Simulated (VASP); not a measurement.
Crystal: NbN.

```
CELL_PARAMETERS angstrom
0.00000 2.19450 2.19450
2.19450 0.00000 2.19450
2.19450 2.19450 0.00000
ATOMIC_POSITIONS crystal
Nb 0.50000 0.50000 0.50000
N 0.00000 0.00000 0.00000
```

Measurements of this composition are mostly on another form, of space group No. 194.

* Program: VASP 6.6.1
* Task: relaxation of cell and atoms
* Functional: LDA
* Potentials or basis: VASP PAW LDA potentials, release 64 (Nb_sv, N)
* Cutoff: 600 eV
* k mesh: 14 × 14 × 14
* Occupations: methfessel-paxton, width 0.1 eV
* Spin: no spin polarisation

At the start: pressure -7.7 GPa; volume 10.57 Å³/atom.

Q: Where does the relaxation end?

A: Over 3 steps the energy falls by 5.9 meV/atom and the volume is 10.33 Å³/atom (-2.2 %); space group Fm-3m (No. 225, to 0.05 Å).

Step by step:
```csv
step,energy change (eV),largest force (eV/Å),pressure (GPa),volume (Å³)
1,0.0000,0.0000,-7.72,21.14
2,0.0509,0.0000,20.21,19.62
3,-0.0117,0.0000,-0.14,20.66
```

Final structure:
```
Nb N
1.0
     0.00000    2.17804    2.17804
     2.17804    0.00000    2.17804
     2.17804    2.17804    0.00000
Nb N
1 1
Cartesian
  2.1780 2.1780 2.1780
  0.0000 0.0000 0.0000
```
